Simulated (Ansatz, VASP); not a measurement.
## Two plane-wave programs on Sn

File INCAR:

```
SYSTEM = Sn
PREC = Accurate ; ENCUT = 520
EDIFF = 1E-7 ; ISMEAR = 0
SIGMA = 0.15 ; LREAL = .False.
LASPH = .True. ; NELM = 100
ALGO = Fast ; ISIF = 2
LWAVE = .False. ; LCHARG = .False.
GGA = PE ; IVDW = 12
NBANDS = 13
```

Contents of KPOINTS:

```
Automatic mesh
0
Gamma
  20 20 20
  0 0 0
```

Contents of POSCAR:

```
Sn
1.0
   -2.1872157555      2.1872157555      1.4216902411
    2.1872157555     -2.1872157555      1.4216902411
    2.1872157555      2.1872157555     -1.4216902411
Sn
1
Direct
    0.0000000000      0.0000000000      0.0000000000
```

Input for Ansatz:

```yaml
crystal:
  lattice:
    - [-2.1872157555, 2.1872157555, 1.4216902411]
    - [2.1872157555, -2.1872157555, 1.4216902411]
    - [2.1872157555, 2.1872157555, -1.4216902411]
  atoms:
    - { symbol: Sn, position: [0.0, 0.0, 0.0] }
basis:
  ecutwfc: 420
kpoints:
  mp_grid: { grid: [20, 20, 20] }
hamiltonian:
  xc: pbe
  dispersion: d3bj
scf:
  occupations: { method: gaussian, width: 0.15 }
output:
  forces: true
  stress: true
  eigenvalues: true
  write_density: true
  write_potential: true
  elf: true
  volumetric_format: npy
```

Alike in both runs: task single point; functional PBE; dispersion D3(BJ); k mesh 20 × 20 × 20; occupations gaussian, width 0.15 eV; no spin polarisation.

```csv
,VASP,Ansatz
version,VASP 6.6.1,Ansatz 0.2.0
potentials or method,"VASP PAW PBE potentials, release 64 (Sn_d)","scalar-relativistic, plane waves, PAW"
plane-wave cutoff (eV),520,420
valence electrons in the cell,14,14
```

Ansatz gave:

- gap on the k mesh at the Fermi level (eV): none
- pressure (GPa): 3.6
- largest component of the traceless stress (GPa): 10.83

Problem. Which values does VASP return?

Solution. gap on the k mesh at the Fermi level (eV): none; pressure (GPa): 3.5; largest component of the traceless stress (GPa): 10.81.

A gap of «none» marks a metal or a gap that the smearing closes. With one functional, cell and mesh, what is left measures potentials, basis and numerics.

Caveats: pairwise dispersion overbinds metals, which lowers pressure and volume.
